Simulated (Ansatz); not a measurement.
# Mo4H2S8O: the cost of one run

Program: Ansatz 0.2.0. Level of theory: DFT PBE+D3(BJ), scalar-relativistic, plane waves, PAW. These are calculated values, not measurements.

3 further runs of the same task are left out: 3 set aside as unsound or not needed.

### Step 1. The structure to begin with

The structure is hexagonal, space group P-6m2 (No. 187). The conventional cell has a = 3.153 Å, b = 3.153 Å, c = 19.127 Å, α = 90.00°, β = 90.00°, γ = 120.00°. Around S (site symmetry 3m) lie 3 Mo at 2.40 Å. Around Mo (site symmetry -6m2) lie 6 S at 2.40 Å.

As a file:

```
S Mo
1.0
     6.30590    0.00000    0.00000
    -3.15295    5.46107    0.00000
     0.00000    0.00000   19.12723
S Mo
8 4
Direct
  0.66667 0.33333 0.41825
  0.66667 0.83333 0.41825
  0.16667 0.33333 0.41825
  0.16667 0.83333 0.41825
  0.66667 0.33333 0.58221
  0.66667 0.83333 0.58221
  0.16667 0.33333 0.58221
  0.16667 0.83333 0.58221
  0.33333 0.16667 0.50023
  0.33333 0.66667 0.50023
  0.83333 0.16667 0.50023
  0.83333 0.66667 0.50023
```

Planes are indexed in the bulk's conventional cell (R3m (No. 160)), a = 3.153 Å, b = 3.153 Å, c = 17.990 Å, α = 90.00°, β = 90.00°, γ = 120.00°.

This (001) slab, 3.1 Å thick as cut, with 16 Å of vacuum, in a 2×2 surface cell; its outer planes are S (top) and S (bottom), was relaxed beforehand with its lower half held: -27055.0582 eV, gap on the mesh 1.78 eV, ionisation potential 5.92 eV, electron affinity 4.14 eV.

### Step 2. H2O, tilted, over a hollow (nearest S) site

input.yaml reads:

```yaml
crystal:
  lattice:
    - [6.3058975174, 0.0, 0.0]
    - [-3.1529487587, 5.4610674438, 0.0]
    - [0.0, 0.0, 21.9754323976]
  atoms:
    - { symbol: S, position: [0.6666666667, 0.3333333333, 0.3640428937] }
    - { symbol: S, position: [0.6666666667, 0.8333333333, 0.3640428937] }
    - { symbol: S, position: [0.1666666667, 0.3333333333, 0.3640428937] }
    - { symbol: S, position: [0.1666666667, 0.8333333333, 0.3640428937] }
    - { symbol: Mo, position: [0.3333333333, 0.1666666667, 0.4353952224] }
    - { symbol: Mo, position: [0.3333333333, 0.6666666667, 0.4353952224] }
    - { symbol: Mo, position: [0.8333333333, 0.1666666667, 0.4353952224] }
    - { symbol: Mo, position: [0.8333333333, 0.6666666667, 0.4353952224] }
    - { symbol: S, position: [0.6666666667, 0.3333333333, 0.5067467584] }
    - { symbol: S, position: [0.6666666667, 0.8333333333, 0.5067467584] }
    - { symbol: S, position: [0.1666666667, 0.3333333333, 0.5067467584] }
    - { symbol: S, position: [0.1666666667, 0.8333333333, 0.5067467584] }
    - { symbol: O, position: [0.349440926, 0.3377998498, 0.5988359589] }
    - { symbol: H, position: [0.2612697653, 0.3516179031, 0.6345349151] }
    - { symbol: H, position: [0.5, 0.5, 0.5959372673] }
basis:
  ecutwfc: 420
kpoints:
  mp_grid: { grid: [3, 3, 1] }
hamiltonian:
  xc: pbe
  dispersion: d3bj
scf:
  occupations: { method: gaussian, width: 0.05 }
output:
  forces: true
  eigenvalues: true
relax:
  adjacent_minimum: "off"
  f_tol: 0.04
  max_steps: 100
  constraints: [{ sites: [0, 1, 2, 3] }]
efield:
  axis: 3
  dipole_correction: true
  ramp_width: 0.04
```

Started as:

```bash
$ ansatz run input.yaml --threads 4 --pin off --max-ram 10240MiB --backend cpu --events-out ev --progress --plain --runs-dir out
```

Q: Estimate wall time and peak memory on 4 threads of Intel Xeon 6975P-C (Granite Rapids), shared host.

About 1.9 min, with a peak of 1.6 GiB.
